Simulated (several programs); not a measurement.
**What each method gives for SnO (rocksalt)**

SnO in the rocksalt structure, relaxed with r2SCAN in Ansatz, was computed with several methods. It is cubic, Fm-3m (No. 225); conventional cell a = 5.074 Å, 16.33 Å³ an atom. Sn has 6 O at 2.54 Å; O has 6 Sn at 2.54 Å. Note: simulated data, non-magnetic, for a generated structure that need not be the stable one.

```cif
data_structure
_symmetry_space_group_name_H-M 'Fm-3m'
_symmetry_Int_Tables_number 225
_cell_length_a 5.0739
_cell_length_b 5.0739
_cell_length_c 5.0739
_cell_angle_alpha 90.000
_cell_angle_beta 90.000
_cell_angle_gamma 90.000
_cell_volume 130.63
loop_
_atom_site_label
_atom_site_type_symbol
_atom_site_symmetry_multiplicity
_atom_site_Wyckoff_symbol
_atom_site_fract_x
_atom_site_fract_y
_atom_site_fract_z
_atom_site_occupancy
Sn1 Sn 4 a 0.00000 0.00000 0.00000 1
O1 O 4 b 0.50000 0.00000 0.00000 1
```

Gaps and times are for a single point on this cell; volume and bulk modulus come from each method's own relaxation or energy curve at fixed shape. Times are rough, from shared hosts (AMD EPYC 7R43 64-Core Processor; Intel Xeon Platinum 8488C), and each method has its own mesh and cell size. The energy curve of PM7 (MOPAC) is jagged, so its SCF state, and with it the gap, is in doubt. PM6 (MOPAC), PM7 (MOPAC), GFN1-xTB (tblite), GFN2-xTB (tblite) treat a cluster of cells at its zone centre, which samples few k points: where these miss a band edge, the gap comes out too large for that reason alone. Gaps from k meshes are read at a limited set of points (mesh, symmetry points, PBE's band edges), so each method's own least gap may be somewhat smaller. xTB and the PM methods were fitted mostly to molecules, and can miss a solid's gap by electronvolts. Minimal bases can be far off for gaps. Times of the plane-wave ladder aren't listed, since it ran on unlike processors and cards. GLLB-SC's gap includes the derivative discontinuity. d marks a direct gap, i an indirect one (no mark: not told apart), a dash a value that wasn't computed or didn't pass its checks.

| method | kind | gap (eV) | own volume (Å³/atom) | bulk modulus (GPa) | atoms computed | processor time |
| --- | --- | --- | --- | --- | --- | --- |
| PBEsol | semilocal | – | 15.96 | – | 2 | – |
| light PBE (260 eV and a coarse mesh) | light plane-wave | 0.04 d | – | – | 2 | 0.75 s |
| LDA | semilocal | 0.05 d | 15.52 | – | 2 | – |
| PBE | semilocal | 0 | 16.75 | 92 | 2 | – |
| r2SCAN | semilocal | 0 | 16.33 | 102 | 2 | – |
| PM6 (MOPAC) | semi-empirical | 2.45 | – | – | cluster | 4.6 s |
| GFN1-xTB (tblite) | tight binding | 2.10 | – | – | cluster | 6 s |
| PBE+SOC | semilocal | 0.10 d | – | – | 2 | – |
| PM7 (MOPAC) | semi-empirical | 4.14 | – | – | cluster | 9.8 s |
| PBE/single zeta (GPAW) | small basis | 0.11 d | – | – | 2 | 10 s |
| GFN2-xTB (tblite) | tight binding | 1.17 | – | – | cluster | 14 s |
| PBE/SZV (CP2K) | small basis | 0.14 d | 17.89 | 91 | 2 | 15 s |
| GLLB-SC (GPAW) | model potential | 0.16 | – | – | 2 | 17 s |
| PBE/DZVP (CP2K) | small basis | 0.04 d | 17.18 | 93 | 2 | 32 s |
| PBE0 | hybrid | 1.67 i | – | – | 2 | – |
| HSE06 | hybrid | 0.15 d | 16.29 | – | 2 | – |
| HSE06+SOC | hybrid | 0.17 d | – | – | 2 | – |

Against HSE06 (0.15 eV) and with closed or daggered gaps left aside, the nearest gap at the points sampled is that of PBE/SZV (CP2K) (-0.01 eV) and the farthest that of PM7 (MOPAC) (+3.99 eV). HSE06 is only a yardstick of convenience, and nearness to it can be luck.

Volumes against r2SCAN's: PBEsol -2.3 %, LDA -4.9 %, PBE +2.6 %, PBE/SZV (CP2K) +9.6 %, PBE/DZVP (CP2K) +5.2 %, HSE06 -0.2 %.

With PBE and r2SCAN the bands overlap or touch, or nearly. Semilocal functionals can close a real gap, so this doesn't show a metal; small gaps of other methods may in turn close between the points read or with spin-orbit coupling, and the solid may be a semimetal.

Only the rows marked +SOC include spin-orbit coupling.
